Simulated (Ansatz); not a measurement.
# Ru: the cost of one run

Method: DFT PBE, scalar-relativistic, in Ansatz 0.2.0.

### Step 1. Starting point

The structure is hexagonal, space group P6_3/mmc (No. 194). The conventional cell has a = 2.706 Å, b = 2.706 Å, c = 4.282 Å, α = 90.00°, β = 90.00°, γ = 120.00°. Ru (site symmetry -6m2) has 12 Ru at 2.65 to 2.71 Å as nearest neighbours.

Structure file:

```
Ru
1.0
     2.70580    0.00000    0.00000
    -1.35290    2.34329    0.00000
     0.00000    0.00000    4.28190
Ru
2
Cartesian
  0.0000 1.5622 1.0705
  1.3529 0.7811 3.2114
```

Atoms are numbered in the order of the input: Ru1, Ru2.

### Step 2. The deformed structure

Space group P6_3/mmc before, P6_3/mmc after.

### Step 3. LAPW, all electrons

The input, input.yaml:

```yaml
crystal:
  lattice:
    - [2.7869733142, 0.0, 0.0]
    - [-1.3934866571, 2.4135896898, 0.0]
    - [0.0, 0.0, 4.2819]
  atoms:
    - { symbol: Ru, position: [0.3333333333, 0.6666666667, 0.25] }
    - { symbol: Ru, position: [0.6666666667, 0.3333333333, 0.75] }
kpoints:
  mp_grid: { grid: [14, 14, 8] }
  band_path:
    path:
      - [0.0, 0.0, 0.0]
      - [0.5, 0.0, 0.0]
      - [0.3333333333, 0.3333333333, 0.0]
      - [0.0, 0.0, 0.0]
      - [0.0, 0.0, 0.5]
      - [0.5, 0.0, 0.5]
      - [0.3333333333, 0.3333333333, 0.5]
      - [0.0, 0.0, 0.5]
      - [0.5, 0.0, 0.5]
    npoints: 5
scf:
  occupations: { method: fermi_dirac, width: 0.03 }
hamiltonian:
  xc: pbe
  pseudopotentials: { kind: all_electron, lapw: { basis_error: 0.0005 } }
output:
  forces: true
  stress: true
  eigenvalues: true
```

Run with:

```sh
$ ansatz run input.yaml --threads 1 --pin off --max-ram 3072MiB --backend cpu --events-out ev --progress --plain --runs-dir out
```

**Question.** How long does this run take on 1 thread of Intel Xeon Platinum 8488C (Sapphire Rapids), shared host, and how much memory does it need?

About 29 s, with a peak of 0.58 GiB.
